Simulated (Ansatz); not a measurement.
## GaP: pressure against volume

GaP, R-3m, a = 3.885 Å, c = 19.304 Å. This isn't the usual stable structure of the compound. Ansatz: PBE, PAW, 420 eV, Γ-centred 9×9×9 mesh on 4 atoms, Gaussian smearing 0.02 eV; no spin polarisation. Shape and atoms are relaxed at each volume; pressure is positive in compression.

```
V (Å³/atom) P (GPa)
     18.500        ?
     19.131     8.15
     19.762     4.96
     20.392     2.27
     21.023     0.00
     21.654    -1.92
     22.284    -3.52
     23.125    -5.26
```

Q: Take V0 = 21.023 Å³/atom, fit the third-order Birch–Murnaghan form to the other rows, and predict the missing pressure.

A: With the Eulerian strain f = ½[(V0/V)^(2/3) − 1] and y = P/[3f(1 + 2f)^(5/2)], the form is the line y = B0 + 1.5 B0 (B0′ − 4) f. Rows (f, y): 0.03244, 71.6; 0.02105, 70.8; 0.01026, 70.1; -0.00976, 68.9; -0.01905, 67.9; -0.03078, 66.8. Means f = 0.0006933, y = 69.350; Σ(Δf)² = 0.003003, ΣΔfΔy = 0.2217; the slope is their ratio. y = 69.30 + 73.82 f GPa, so B0 = 69.3 GPa and B0′ = 4 + 2 × (73.82)/(3 × 69.30) = 4.71. At V = 18.500, f = 0.04448, y = 72.58 and P = 11.99 GPa. The run gave 11.92 GPa, so the fit is 0.07 GPa too high, a small miss on the scale of the series.